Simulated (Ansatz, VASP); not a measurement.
## ScAl3 in VASP and in Ansatz

POSCAR

```
ScAl3
1.0
    4.0855365684      0.0000000000      0.0000000000
    0.0000000000      4.0855365684      0.0000000000
    0.0000000000      0.0000000000      4.0855365684
Sc Al
1 3
Direct
    0.0000000000      0.0000000000      0.0000000000
    0.0000000000      0.5000000000      0.5000000000
    0.5000000000      0.5000000000      0.0000000000
    0.5000000000      0.0000000000      0.5000000000
```

The input INCAR.step1:

```
PREC = Accurate ; ENCUT = 520
ISMEAR = 0 ; SIGMA = 0.1
LREAL = False ; LASPH = True
NELM = 60 ; NBANDS = 18
GGA = PE ; ALGO = Normal
EDIFF = 1E-4 ; LWAVE = True
LCHARG = False
```

The input INCAR.step2:

```
PREC = Accurate ; ENCUT = 520
EDIFF = 1E-6 ; ISMEAR = 0
SIGMA = 0.1 ; LREAL = False
LASPH = True ; NELM = 60
ALGO = Normal ; ISIF = 2
LWAVE = False ; LCHARG = False
METAGGA = R2SCAN ; LMIXTAU = True
NBANDS = 18 ; ISTART = 1
```

Contents of KPOINTS:

```
regular mesh
0
Gamma
  9 9 9
```

Input for Ansatz:

```yaml
crystal:
  lattice:
    - [4.0855365706, 0.0, 0.0]
    - [0.0, 4.0855365706, 0.0]
    - [0.0, 0.0, 4.0855365706]
  atoms:
    - { symbol: Sc, position: [0.0, 0.0, 0.0] }
    - { symbol: Al, position: [0.0, 0.5, 0.5] }
    - { symbol: Al, position: [0.5, 0.5, 0.0] }
    - { symbol: Al, position: [0.5, 0.0, 0.5] }
basis:
  ecutwfc: 500
kpoints:
  mp_grid: { grid: [9, 9, 9] }
hamiltonian:
  xc: r2scan
scf:
  occupations: { method: gaussian, width: 0.1 }
output:
  forces: true
  stress: true
  eigenvalues: true
  write_density: true
  write_potential: true
  elf: true
  volumetric_format: npy
```

Alike in both runs: task single point; functional r2SCAN; k mesh 9 × 9 × 9; occupations gaussian, width 0.1 eV; no spin polarisation.

```csv
,VASP,Ansatz
version,VASP 6.6.1,Ansatz 0.2.0
potentials or method,"VASP PAW PBE potentials, release 64 (Sc_sv, Al)","scalar-relativistic, plane waves, PAW"
plane-wave cutoff (eV),520,500
valence electrons in the cell,20,20
```

```csv
,VASP,Ansatz,Ansatz less VASP
gap on the k mesh at the Fermi level (eV),none,none,-
pressure (GPa),0.1,0.1,0.00
```

A gap of «none» marks a metal or a gap that the smearing closes.

Caveats: the PAW data sets were made with another functional, which shifts forces and pressure a little (VASP).
